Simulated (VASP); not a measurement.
# CdTe (F-43m) in VASP: settings compared

The runs below take CdTe through single point, with PBE, revPBE+D4, PBE+D4.

Program: VASP 6.6.1. These are calculated values, not measurements. Logs are shortened: lines on timing, memory, paths and dates and some standing lists are left out, and cuts for length are marked.

**Measured values to compare with.**

A printed reference work, data compilation reports, for a bulk crystal of CdTe at 0 K: band gap 1.607 eV.

The runs below are set against these values where they give the same quantity.

## Step 1: The cell of the first run

Symmetry: F-43m, No. 216, cubic system. The conventional cell has a = 6.410 Å, b = 6.410 Å, c = 6.410 Å, α = 90.00°, β = 90.00°, γ = 90.00°. Te (site symmetry -43m) has 4 Cd at 2.78 Å within 3.7 Å. Cd (site symmetry -43m) has 4 Te at 2.78 Å within 3.7 Å.

## Step 2: Single point, PBE

The input, INCAR:

```
PREC = Accurate
ENCUT = 520
EDIFF = 1E-6
ISMEAR = -1
SIGMA = 0.06
LREAL = F
LASPH = T
NELM = 100
ALGO = Normal
ISIF = 2
LWAVE = F
LCHARG = F
GGA = PE
NBANDS = 16
```

The input, KPOINTS:

```
regular mesh
0
Gamma
  4 4 4
```

The input, POSCAR:

```
CdTe
1.0
    0.0000000000      3.2050000000      3.2050000000
    3.2050000000      0.0000000000      3.2050000000
    3.2050000000      3.2050000000      0.0000000000
Te Cd
1 1
Direct
    0.7500000000      0.7500000000      0.7500000000
    0.0000000000      0.0000000000      0.0000000000
```

Potentials or basis: VASP PAW PBE potentials, release 64 (Te, Cd).

Command:

```
> cat potpaw_PBE.64/Te/POTCAR potpaw_PBE.64/Cd/POTCAR > POTCAR
> mpirun -np 1 vasp_std > vasp.out
```

OUTCAR:

```text
PREC = Accurate
   ENCUT = 520
   EDIFF = 1E-6
   ISMEAR = -1
   LREAL = F
   LASPH = T
   NELM = 100
   ISIF = 2
   GGA = PE

 ion  position               nearest neighbor table
   1  0.750  0.750  0.750-   2 2.78   2 2.78   2 2.78   2 2.78
   2  0.000  0.000  0.000-   1 2.78   1 2.78   1 2.78   1 2.78

  LATTYP: Found a face centered cubic cell.
 ALAT       =     6.4100000000

  Lattice vectors:

 A1 = (   0.0000000000,   3.2050000000,   3.2050000000)
 A2 = (   3.2050000000,   0.0000000000,   3.2050000000)
 A3 = (   3.2050000000,   3.2050000000,   0.0000000000)

Analysis of symmetry for initial positions (statically):
=====================================================================
 Subroutine PRICEL returns:
 Original cell was already a primitive cell.

 Routine SETGRP: Setting up the symmetry group for a
 face centered cubic supercell.

 Subroutine GETGRP returns: Found 24 space group operations
 (whereof 24 operations were pure point group operations)
 out of a pool of 48 trial point group operations.

The static configuration has the point symmetry T_d .

Analysis of symmetry for dynamics (positions and initial velocities):
=====================================================================
 Subroutine PRICEL returns:
 Original cell was already a primitive cell.

 Routine SETGRP: Setting up the symmetry group for a
 face centered cubic supercell.

 Subroutine GETGRP returns: Found 24 space group operations
 (whereof 24 operations were pure point group operations)
 out of a pool of 48 trial point group operations.

The dynamic configuration has the point symmetry T_d .

 Subroutine INISYM returns: Found 24 space group operations
 (whereof 24 operations are pure point group operations),
 and found     1 'primitive' translations

----------------------------------------------------------------------------------------

                                     Primitive cell

  volume of cell :      65.8437

  direct lattice vectors                    reciprocal lattice vectors
     0.000000000  3.205000000  3.205000000    -0.156006240  0.156006240  0.156006240
     3.205000000  0.000000000  3.205000000     0.156006240 -0.156006240  0.156006240
     3.205000000  3.205000000  0.000000000     0.156006240  0.156006240 -0.156006240

  length of vectors
     4.532554467  4.532554467  4.532554467     0.270210734  0.270210734  0.270210734

[... 60 lines left out ...]
   LASPH  =      T    aspherical Exc in radial PAW
   ENCUT  =  520.0 eV  38.22 Ry    6.18 a.u.   8.43  8.43  8.43*2*pi/ulx,y,z
   NELM   =    100;   NELMIN=  2; NELMDL= -5     # of ELM steps
   EDIFF  = 0.1E-05   stopping-criterion for ELM
   LREAL  =      F    real-space projection
   EDIFFG = 0.1E-04   stopping-criterion for IOM
   NSW    =      0    number of steps for IOM
   IBRION =     -1    ionic relax: 0-MD 1-quasi-New 2-CG
   NFREE  =      0    steps in history (QN), initial steepest desc. (CG)
   ISIF   =      2    stress and relaxation
   ISYM   =      2    0-nonsym 1-usesym 2-fastsym
   POTIM  = 0.5000    time-step for ionic-motion
   TEBEG  =    0.0;   TEEND  =   0.0 temperature during run
   PSTRESS=    0.0 pullay stress
   NELECT =      18.0000    total number of electrons
   NUPDOWN=      -1.0000    fix difference up-down
   EMIN   =  10.00;   EMAX   =-10.00  energy-range for DOS
   EFERMI =   0.00;   METHOD = LEGACY
   ISMEAR =    -1;   SIGMA  =   0.06  broadening in eV -4-tet -1-fermi 0-gaus
   EFERMI_NEDOS =   21; number of points for ismear=-14 and -15
   IALGO  =     38    algorithm
   IMIX   =      4    mixing-type and parameters
     AMIX     =   0.40;   BMIX     =  1.00
     AMIX_MAG =   1.60;   BMIX_MAG =  1.00
  volume/ion in A,a.u.               =      32.92       222.17
  Fermi-wavevector in a.u.,A,eV,Ry     =   1.062497  2.007828 15.359610  1.128899
  Thomas-Fermi vector in A             =   2.197950
   LORBIT       =      0    0 simple, 1 ext, 2 COOP (PROOUT), +10 PAW based schemes
   GGA     = PE    functional components
   LHFCALC =     F    Hartree Fock is set to
   AEXX    =    0.0000 exact exchange contribution
   IVDW    =     0    specifies the selected vdW correction
   LEPSILON=     F    determine dielectric tensor
   LRPA    =     F    only Hartree local field effects (RPA)
 non-spin polarized calculation
  energy-cutoff  :      520.00
  volume of cell :       65.84
 maximum number of plane-waves:      1807
 NGX is ok and might be reduce to    36
   NGX = 17   NGY = 17   NGZ = 17

 number of electron      17.9999995 magnetization

 Free energy of the ion-electron system (eV)
  ---------------------------------------------------
  ext. energy  EPLUGINS =         0.00000000
  ---------------------------------------------------
  free energy    TOTEN  =        -4.66094745 eV

  energy without entropy =       -4.66090698  energy(sigma->0) =       -4.66092722

 E-fermi :   3.1455     XC(G=0):  -8.7178

 val. band max:        2.6815680013   @ k =   0.0000   0.0000   0.0000
 cond. band min:       3.5433900071   @ k =   0.0000   0.0000   0.0000
 fundamental gap:      0.8618220058
 Fermi energy:         3.1455388926

 k-point     1 :       0.0000    0.0000    0.0000
  band No.  band energies     occupation
      1      -8.6822      2.00000
      2      -5.7550      2.00000
      3      -5.7550      2.00000
      4      -5.7550      2.00000
      5      -5.4716      2.00000
      6      -5.4716      2.00000
[... 129 lines left out ...]
      3      -5.6168      2.00000
      4      -5.5036      2.00000
      5      -5.4725      2.00000
      6      -4.8403      2.00000
[... 8 lines left out ...]
     15      13.9205      0.00000
     16      14.1022      0.00000

------------------------ aborting loop because EDIFF is reached ----------------------------------------

  FORCE on cell =-STRESS in cart. coord.  units (eV):
  Direction    XX          YY          ZZ          XY          YZ          ZX
  --------------------------------------------------------------------------------------
  -------------------------------------------------------------------------------------
  Total        1.9117730      1.9117730      1.9117730      0.0000000      0.0000000      0.0000000
  in kB       46.5192619     46.5192619     46.5192619      0.0000000      0.0000000      0.0000000
  external PRESSURE =      46.5192619 kB  Pullay stress =       0.0000000 kB

 VOLUME and BASIS-vectors are now :
 -----------------------------------------------------------------------------
  energy-cutoff  :      520.00
  volume of cell :       65.84
      direct lattice vectors                 reciprocal lattice vectors
     0.000000000  3.205000000  3.205000000    -0.156006240  0.156006240  0.156006240
     3.205000000  0.000000000  3.205000000     0.156006240 -0.156006240  0.156006240
     3.205000000  3.205000000  0.000000000     0.156006240  0.156006240 -0.156006240

 POSITION                                       TOTAL-FORCE (eV/Angst)
 -----------------------------------------------------------------------------------
      4.80750      4.80750      4.80750         0.000000      0.000000      0.000000
      0.00000      0.00000      0.00000        -0.000000     -0.000000     -0.000000
 -----------------------------------------------------------------------------------
    total drift:                                0.000000      0.000000      0.000000

  FREE ENERGIE OF THE ION-ELECTRON SYSTEM (eV)
  ---------------------------------------------------
  free  energy   TOTEN  =        -4.6609474502 eV

  energy  without entropy=       -4.6609069832  energy(sigma->0) =       -4.66092722
```

It took 14 s on 1 thread of AMD EPYC 7R43 (Zen 3), shared host; peak memory 0.17 GiB.

What came out:

- Free energy: -4.6609 eV
- Pressure: 4.7 GPa
- Band gap on the k mesh: 0.86 eV, direct

Caveat: the k points lie up to 0.42 Å⁻¹ apart; spin-orbit coupling is left out, which moves the levels of the heavy elements.

## Step 3: Single point, PBE

The input, INCAR:

```
PREC = Accurate
ENCUT = 520
EDIFF = 1E-7
ISMEAR = 0
SIGMA = 0.028999999999999998
LREAL = F
LASPH = T
NELM = 60
ALGO = Normal
ISIF = 2
LWAVE = F
LCHARG = F
GGA = PE
NBANDS = 16
```

The input, KPOINTS:

```
regular mesh
0
Gamma
  7 7 7
```

POSCAR is that of step 2.

Potentials or basis: VASP PAW PBE potentials, release 64 (Te, Cd).

Command:

```
> cat potpaw_PBE.64/Te/POTCAR potpaw_PBE.64/Cd/POTCAR > POTCAR
> mpirun -np 1 vasp_std > vasp.out
```

Wall time 31 s (1 thread of AMD EPYC 7R43 (Zen 3), shared host); peak memory 0.18 GiB.

It converged, with:

```
Free energy            : -4.7253 eV
Pressure               : 4.4 GPa
Band gap on the k mesh : 0.87 eV, direct
```

Levels at points of the mesh, in eV from the valence-band top:
| k point | band 5 | band 6 | band 7 | band 8 | band 9 | band 10 | band 11 | band 12 | band 13 | band 14 |
| --- | --- | --- | --- | --- | --- | --- | --- | --- | --- | --- |
| (0.00, 0.00, 0.00) | -8.12 | -8.12 | 0.00 | 0.00 | 0.00 | 0.87 | 4.58 | 4.58 | 4.58 | 7.51 |

Caveat: spin-orbit coupling is left out, which moves the levels of the heavy elements.

## Step 4: Single point, PBE

The input, INCAR:

```
ALGO = Normal ; EDIFF = 1E-6
ENCUT = 520 ; GGA = PE
ISIF = 2 ; ISMEAR = 0
LASPH = T ; LCHARG = F
LREAL = F ; LWAVE = F
NBANDS = 16 ; NELM = 80
PREC = Accurate ; SIGMA = 0.014
```

The input, KPOINTS:

```
k-points
0
Gamma
  7 7 7
```

POSCAR is that of step 3.

Command:

```
> cat potpaw_PBE.64/Te/POTCAR potpaw_PBE.64/Cd/POTCAR > POTCAR
> mpirun -np 1 vasp_std > vasp.out
```

It took 32 s on 1 thread of Intel Xeon 8259CL, shared host; peak memory 0.21 GiB.

Results (log left out):

- Free energy: -4.7253 eV
- Pressure: 4.4 GPa
- Band gap on the k mesh: 0.87 eV, direct

Levels at points of the mesh, in eV from the valence-band top:
```tsv
k point	band 7	band 8	band 9	band 10	band 11	band 12
(0.00, 0.00, 0.00)	0.00	0.00	0.00	0.87	4.58	4.58
```

Caveat: spin-orbit coupling is left out, which moves the levels of the heavy elements.

## Step 5: Single point, revPBE+D4

This run uses another cell than the first one, of 34.54 Å³/atom, 1.049 times its volume.

The input, INCAR:

```
  PREC = Accurate
  ENCUT = 520
  EDIFF = 1E-6
  ISMEAR = -1
  SIGMA = 0.05
  LREAL = False
  LASPH = True
  NELM = 100
  ALGO = Normal
  ISIF = 2
  LWAVE = False
  LCHARG = True
  GGA = RE
  IVDW = 13
  LELF = True
  LVHAR = True
  NBANDS = 16
```

The input, KPOINTS:

```
Automatic mesh
0
Gamma
  7 7 7
```

The input, POSCAR:

```
CdTe
1.0
    0.0000000000      3.2566523769      3.2566523769
    3.2566523769      0.0000000000      3.2566523769
    3.2566523769      3.2566523769      0.0000000000
Te Cd
1 1
Direct
    0.7500000000      0.7500000000      0.7500000000
    0.0000000000      0.0000000000      0.0000000000
```

Command:

```
> cat potpaw_PBE.64/Te/POTCAR potpaw_PBE.64/Cd/POTCAR > POTCAR
> mpirun -np 1 vasp_std > vasp.out
```

Run time: 41 s. Hardware: 1 thread of Intel Xeon 8259CL, shared host; peak memory 0.21 GiB.

It converged, with:

```yaml
Free_energy: -5.3196 eV
Pressure: 0.1 GPa
Band_gap_on_the_k_mesh: 0.84 eV, direct
Dispersion_energy_per_atom: -0.557 eV
```

Levels at points of the mesh, in eV from the valence-band top:
```tsv
k point	band 6	band 7	band 8	band 9	band 10	band 11	band 12	band 13
(0.00, 0.00, 0.00)	-7.99	0.00	0.00	0.00	0.84	4.66	4.66	4.66
```

Caveat: the PAW data sets were made with another functional, which shifts forces and pressure a little; spin-orbit coupling is left out, which moves the levels of the heavy elements.

## Step 6: Single point, PBE+D4

This run uses another cell than the first one, of 34.58 Å³/atom, 1.050 times its volume.

Edit INCAR of step 5 so:

```diff
@@ -11,7 +11,5 @@
   LWAVE = False
-  LCHARG = True
-  GGA = RE
+  LCHARG = False
+  GGA = PE
   IVDW = 13
-  LELF = True
-  LVHAR = True
   NBANDS = 16
```

KPOINTS is that of step 5.

The input, POSCAR:

```
CdTe
1.0
    0.0000000000      3.2578330720      3.2578330720
    3.2578330720      0.0000000000      3.2578330720
    3.2578330720      3.2578330720      0.0000000000
Te Cd
1 1
Direct
    0.7500000000      0.7500000000      0.7500000000
    0.0000000000      0.0000000000      0.0000000000
```

Potentials or basis: VASP PAW PBE potentials, release 64 (Te, Cd).

Command:

```
> cat potpaw_PBE.64/Te/POTCAR potpaw_PBE.64/Cd/POTCAR > POTCAR
> mpirun -np 1 vasp_std > vasp.out
```

OUTCAR:

```text
PREC = Accurate
   ENCUT = 520
   EDIFF = 1E-6
   ISMEAR = -1
   LREAL = False
   LASPH = True
   NELM = 100
   ISIF = 2
   GGA = PE
   IVDW = 13

 ion  position               nearest neighbor table
   1  0.750  0.750  0.750-   2 2.82   2 2.82   2 2.82   2 2.82
   2  0.000  0.000  0.000-   1 2.82   1 2.82   1 2.82   1 2.82

  LATTYP: Found a face centered cubic cell.
 ALAT       =     6.5156661440

  Lattice vectors:

 A1 = (   0.0000000000,   3.2578330720,   3.2578330720)
 A2 = (   3.2578330720,   0.0000000000,   3.2578330720)
 A3 = (   3.2578330720,   3.2578330720,   0.0000000000)

Analysis of symmetry for initial positions (statically):
=====================================================================
 Subroutine PRICEL returns:
 Original cell was already a primitive cell.

 Routine SETGRP: Setting up the symmetry group for a
 face centered cubic supercell.

 Subroutine GETGRP returns: Found 24 space group operations
 (whereof 24 operations were pure point group operations)
 out of a pool of 48 trial point group operations.

The static configuration has the point symmetry T_d .

Analysis of symmetry for dynamics (positions and initial velocities):
=====================================================================
 Subroutine PRICEL returns:
 Original cell was already a primitive cell.

 Routine SETGRP: Setting up the symmetry group for a
 face centered cubic supercell.

 Subroutine GETGRP returns: Found 24 space group operations
 (whereof 24 operations were pure point group operations)
 out of a pool of 48 trial point group operations.

The dynamic configuration has the point symmetry T_d .

 Subroutine INISYM returns: Found 24 space group operations
 (whereof 24 operations are pure point group operations),
 and found     1 'primitive' translations

----------------------------------------------------------------------------------------

                                     Primitive cell

  volume of cell :      69.1539
[... 103 lines left out ...]
     AMIX     =   0.40;   BMIX     =  1.00
     AMIX_MAG =   1.60;   BMIX_MAG =  1.00
  volume/ion in A,a.u.               =      34.58       233.34
  Fermi-wavevector in a.u.,A,eV,Ry     =   1.045266  1.975266 14.865468  1.092581
  Thomas-Fermi vector in A             =   2.180054
   LORBIT       =      0    0 simple, 1 ext, 2 COOP (PROOUT), +10 PAW based schemes
   GGA     = PE    functional components
   LHFCALC =     F    Hartree Fock is set to
   AEXX    =    0.0000 exact exchange contribution
   IVDW    =    13    specifies the selected vdW correction
   LEPSILON=     F    determine dielectric tensor
   LRPA    =     F    only Hartree local field effects (RPA)
 non-spin polarized calculation
  energy-cutoff  :      520.00
  volume of cell :       69.15
 maximum number of plane-waves:      1877
 NGX is ok and might be reduce to    36
   NGX = 17   NGY = 17   NGZ = 17

 number of electron      18.0000001 magnetization

 Free energy of the ion-electron system (eV)
  ---------------------------------------------------
  ext. energy  EPLUGINS =         0.00000000
  ---------------------------------------------------
  free energy    TOTEN  =        -4.78998632 eV

  energy without entropy =       -4.78997940  energy(sigma->0) =       -4.78998286

 E-fermi :   2.5966     XC(G=0):  -8.5135

 val. band max:        2.2029663408   @ k =   0.0000   0.0000   0.0000
 cond. band min:       2.9254948852   @ k =   0.0000   0.0000   0.0000
 fundamental gap:      0.7225285445
 Fermi energy:         2.5965826346

 k-point     1 :       0.0000    0.0000    0.0000
  band No.  band energies     occupation
      1      -8.8797      2.00000
      2      -6.0295      2.00000
      3      -6.0295      2.00000
      4      -6.0295      2.00000
      5      -5.7808      2.00000
      6      -5.7808      2.00000
[... 357 lines left out ...]
      3      -5.9064      2.00000
      4      -5.8104      2.00000
      5      -5.7771      2.00000
      6      -5.2524      2.00000
[... 8 lines left out ...]
     15      12.3141      0.00000
     16      14.0946      0.00000

------------------------ aborting loop because EDIFF is reached ----------------------------------------

  DFT-D4 for vdW energy calculation

  Edisp (eV):   -0.69867

  FORCE on cell =-STRESS in cart. coord.  units (eV):
  Direction    XX          YY          ZZ          XY          YZ          ZX
  --------------------------------------------------------------------------------------
  -------------------------------------------------------------------------------------
  Total       0.05491     0.05491     0.05491     0.00000     0.00000    -0.00000
  in kB       1.27222     1.27222     1.27222     0.00000     0.00000    -0.00000
  external pressure =        1.27 kB  Pullay stress =        0.00 kB

 VOLUME and BASIS-vectors are now :
 -----------------------------------------------------------------------------
  energy-cutoff  :      520.00
  volume of cell :       69.15
      direct lattice vectors                 reciprocal lattice vectors
     0.000000000  3.257833072  3.257833072    -0.153476249  0.153476249  0.153476249
     3.257833072  0.000000000  3.257833072     0.153476249 -0.153476249  0.153476249
     3.257833072  3.257833072  0.000000000     0.153476249  0.153476249 -0.153476249

 POSITION                                       TOTAL-FORCE (eV/Angst)
 -----------------------------------------------------------------------------------
      4.88675      4.88675      4.88675        -0.000000     -0.000000     -0.000000
      0.00000      0.00000      0.00000         0.000000      0.000000      0.000000
 -----------------------------------------------------------------------------------
    total drift:                                0.000000      0.000000      0.000000

  FREE ENERGIE OF THE ION-ELECTRON SYSTEM (eV)
  ---------------------------------------------------
  free  energy   TOTEN  =        -5.4886531417 eV

  energy  without entropy=       -5.4886462243  energy(sigma->0) =       -5.48864968
```

Wall time 38 s (1 thread of Intel Xeon 8259CL, shared host); peak memory 0.22 GiB.

What came out:

| Property | Result |
| --- | --- |
| Free energy | -5.4887 eV |
| Pressure | 0.1 GPa |
| Band gap on the k mesh | 0.72 eV, direct |
| Dispersion energy per atom | -0.349 eV |

Levels at points of the mesh, in eV from the valence-band top:
```
           k point  band 7  band 8  band 9  band 10  band 11  band 12
(0.00, 0.00, 0.00)    0.00    0.00    0.00     0.72     4.61     4.61
```

Caveat: spin-orbit coupling is left out, which moves the levels of the heavy elements.

## Step 7: Overview

| level | cell | k mesh | smearing | gap on the mesh (eV) | pressure (GPa) |
| --- | --- | --- | --- | --- | --- |
| PBE | a = 4.533 Å, angles 60.0°, 2 atoms | 4 × 4 × 4 | fermi-dirac 0.06 eV | 0.86 | 4.7 |
| PBE | a = 4.533 Å, angles 60.0°, 2 atoms | 7 × 7 × 7 | gaussian 0.029 eV | 0.87 | 4.4 |
| PBE | a = 4.533 Å, angles 60.0°, 2 atoms | 7 × 7 × 7 | gaussian 0.014 eV | 0.87 | 4.4 |
| revPBE+D4 | a = 4.606 Å, angles 60.0°, 2 atoms | 7 × 7 × 7 | fermi-dirac 0.05 eV | 0.84 | 0.1 |
| PBE+D4 | a = 4.607 Å, angles 60.0°, 2 atoms | 7 × 7 × 7 | fermi-dirac 0.05 eV | 0.72 | 0.1 |

Alike in all rows: task single point; potentials or basis VASP PAW PBE potentials, release 64 (Te, Cd); no spin polarisation; cutoff (eV) 520.

Caveats: some runs use coarse meshes; spin-orbit coupling is left out, which moves the levels of the heavy elements; the PAW data sets were made with another functional, which shifts forces and pressure a little (some runs).

Total energies depend on the potentials used, so only differences within one code and one set of settings carry meaning.

## Step 8: Comparison with measurements

Step 5. Against the measured gap of CdTe, 1.607 eV (0 K; a printed reference work, data compilation), the calculated 0.84 eV is off by -0.77 eV. Spin-orbit coupling on Cd, Te is left out. The value is that of revPBE+D4, without temperature or zero-point motion. Semilocal functionals fall short of measured gaps as a rule.

Step 6. Against the measured gap of CdTe, 1.607 eV (0 K; a printed reference work, data compilation), the calculated 0.72 eV is off by -0.88 eV. Spin-orbit coupling on Cd, Te is left out. The value is that of PBE+D4, without temperature or zero-point motion. Semilocal functionals fall short of measured gaps as a rule.
